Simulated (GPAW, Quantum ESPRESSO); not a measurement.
Given: the input of a run of GPAW 26.7.0 on In. 

The input POSCAR:

```
In
1.0
   -1.6254700000      1.6254700000      2.4737000000
    1.6254700000     -1.6254700000      2.4737000000
    1.6254700000      1.6254700000     -2.4737000000
In
1
Direct
    0.0000000000      0.0000000000      0.0000000000
```

Potentials or basis: GPAW PAW data sets (gpaw-data 1.2.1), pw.

Launch:

```sh
$ OMP_NUM_THREADS=1 gpaw run POSCAR -p 'mode=PW(600),xc=PBE,kpts={size:(11,11,11),gamma:True},occupations={name:fermi-dirac,width:0.05},nbands=14,convergence={density:1e-05,energy:1e-05},maxiter=150,txt=gpaw.txt' --properties efs -w gs.gpw
```

Task: What does the same run look like in Quantum ESPRESSO 7.5 (ASE script)? Potentials or basis there: SSSP 1.3 efficiency PBE, cutoff 748 eV.

Result: As run (cutoffs and basis follow the program's own potentials, and thresholds, step limits or extra output files can differ):

File run.py:

```python
import numpy as np
from ase.calculators.espresso import Espresso, EspressoProfile
from ase.io import read

atoms = read('POSCAR')

input_data = {
    'control': {'calculation': 'scf', 'prefix': 'pwscf', 'outdir': './tmp', 'tprnfor': True, 'tstress': True, 'disk_io': 'nowf'},
    'system': {'ecutwfc': 55.0, 'ecutrho': 440.0, 'nbnd': 12, 'occupations': 'smearing', 'smearing': 'fd', 'degauss': 0.00367493},
    'electrons': {'conv_thr': 2e-10, 'electron_maxstep': 120, 'mixing_beta': 0.5},
}
pseudopotentials = {'In': 'In.pbe-dn-rrkjus_psl.0.2.2.UPF'}
profile = EspressoProfile(command='pw.x', pseudo_dir='pseudo')
atoms.calc = Espresso(profile=profile, input_data=input_data, pseudopotentials=pseudopotentials, kpts=(11, 11, 11), koffset=(0, 0, 0))

print(f'energy {atoms.get_potential_energy():.8f} eV')
print('forces (eV/A)')
print(np.round(atoms.get_forces(), 6))
print('stress (eV/A^3, Voigt)')
print(np.round(atoms.get_stress(), 8))
print(f'Fermi level {atoms.calc.get_fermi_level():.4f} eV')
```

File POSCAR:

```
In
1.0
   -1.6254700000      1.6254700000      2.4737000000
    1.6254700000     -1.6254700000      2.4737000000
    1.6254700000      1.6254700000     -2.4737000000
In
1
Direct
    0.0000000000      0.0000000000      0.0000000000
```

Potentials or basis: SSSP 1.3 efficiency PBE.

Command:

```console
$ OMP_NUM_THREADS=1 python run.py
```

Both were run:

|  | GPAW | Quantum ESPRESSO |
| --- | --- | --- |
| Pressure | 1.7 GPa | 2.0 GPa |

Pressure is positive in compression.
